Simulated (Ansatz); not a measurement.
## Symmetry broken, then relaxed in BaTiO$_{3}$

The calculation used DFT PBE, scalar-relativistic, plane waves, PAW in Ansatz. Cutoff 420 eV, Γ-centred 6×4×4 k-points, Gaussian smearing of 0.05 eV. No spin polarisation. Energies are free energies at this smearing, counted from the undisturbed cell; pressure is positive in compression.

Zero of the scan (relaxed at this level; it needn't be the usual structure):

```yaml
crystal:
  lattice:
    - [-4.01925, 0.00000, 0.00000]
    - [0.00000, 4.01925, 4.01925]
    - [0.00000, 4.01925, -4.01925]
  atoms:
    - { symbol: Ba, position: [0.50000, 0.50000, 0.00000] }
    - { symbol: Ba, position: [0.50000, 0.00000, 0.50000] }
    - { symbol: Ti, position: [0.00000, 0.00000, 0.00000] }
    - { symbol: Ti, position: [0.00000, 0.50000, 0.50000] }
    - { symbol: O, position: [0.50000, 0.00000, 0.00000] }
    - { symbol: O, position: [0.50000, 0.50000, 0.50000] }
    - { symbol: O, position: [0.00000, 0.75000, 0.75000] }
    - { symbol: O, position: [0.00000, 0.25000, 0.25000] }
    - { symbol: O, position: [0.00000, 0.75000, 0.25000] }
    - { symbol: O, position: [0.00000, 0.25000, 0.75000] }
```

The atoms are displaced (Å, in the unstrained cell):

```csv
atom,ux,uy,uz
Ba1,0.015,-0.008,-0.010
Ba2,-0.015,0.008,0.010
Ti3,0.044,0.078,-0.018
Ti4,-0.044,-0.078,0.018
O5,0.081,0.075,0.057
O6,-0.081,-0.075,-0.057
O7,0.013,0.033,0.000
O8,-0.013,-0.033,0.000
O9,0.053,0.007,0.048
O10,-0.053,-0.007,-0.048
```

Cell and atoms are then relaxed.

Task: Does the relaxation return to the undisturbed structure?

Result: No. It ends 13.3 meV/atom below it. The disturbance itself cost 36.1 meV/atom. The final space group reads R3m (tolerance 0.05 Å) and the volume changes by 3.05 %.

Final structure:

```xyz
10
Lattice="-4.0587 -0.0106 0.0106 0.0000 4.0497 4.0495 0.0212 4.0711 -4.0709" Properties=species:S:1:pos:R:3 pbc="T T T"
Ba   -1.9920    2.0574    1.9923
Ba   -1.9814    2.0681   -2.0678
Ti   -3.9635    0.0855   -0.0854
Ti   -3.9529    4.1460   -0.0961
O    -2.0809    8.0852    0.0142
O    -2.0915    4.0248    0.0249
O    -0.0140    6.0172    0.0140
O    -0.0246    1.9567    0.0247
O    -0.0247    4.0250    2.0927
O    -0.0141    4.0357   -1.9674
```

The relaxation, step by step (energy from the first step; small jumps at an unchanged geometry come where the plane waves are selected anew for the new cell):

```
step  ΔE (meV/atom) largest force component (eV/Å) pressure (GPa)
   1            0.0                           1.883            1.00
   2          -10.1                           1.390            0.86
   3          -36.8                           0.159            0.22
   4          -38.4                           0.178            0.05
   5          -45.9                           0.092            2.23
   6          -46.3                           0.085            0.17
   7          -47.2                           0.044           -0.02
   8          -47.6                           0.087           -0.25
   9          -47.9                           0.005            0.00
  10          -47.8                           0.080           -0.04
  11          -47.9                           0.016           -0.02
  12          -47.9                           0.009           -0.02
  13          -49.4                           0.009            0.17
  14          -49.3                           0.001            0.01
  15          -49.4                           0.001            0.02
```

Symmetry holds off the tilts and polar distortions that many cubic perovskites undergo.

Cost: 3 runs of about 9.2 core-minutes in all, on Arm Neoverse V2 (shared hosts).